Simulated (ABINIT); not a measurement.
A run of ABINIT 10.8.3 (patched build) is set up as follows.

run.abi

```
pp_dirpath "./"
pseudos "O.upf"

acell 3.3006249392 3.3006249392 4.3628619178 Angstrom
rprim
     0.8638978696    -0.5036670239     0.0000000000
     0.8638978696     0.5036670239     0.0000000000
    -0.5488350190     0.0000000000     0.8359306921
ntypat 1
znucl 8
natom 2
typat 1 1
xred
     0.9745461700     0.9745461700     0.8444259800
     0.0254538300     0.0254538300     0.1555740200
chkprim 0
chksymtnons 0
tolsym 1.0e-6

ecut 36.0

kptopt 1
ngkpt 8 8 5
nshiftk 1
shiftk 0.0 0.0 0.0

ixc -116133

nband 10
occopt 3
tsmear 0.05 eV

nstep 100
tolvrs 1.0e-10

iomode 3
prtwf 0
prtden 0
prteig 0
prtebands 0
```

Potentials or basis: PseudoDojo NC SR PBEsol v0.4.1 standard.

The run is started by

```sh
$ abinit run.abi > log 2>&1
```

What does it give for the pressure?

-5.0 GPa.

Estimate the band gap on the k mesh.

none (metal or under the smearing width).

Forces on the atoms (eV/Å):
```
O   -0.506  0.000  0.843
O    0.506  0.000 -0.843
```

Caveat: the cutoff is short for stress, so the pressure is rough; spin is off for a triplet molecule.
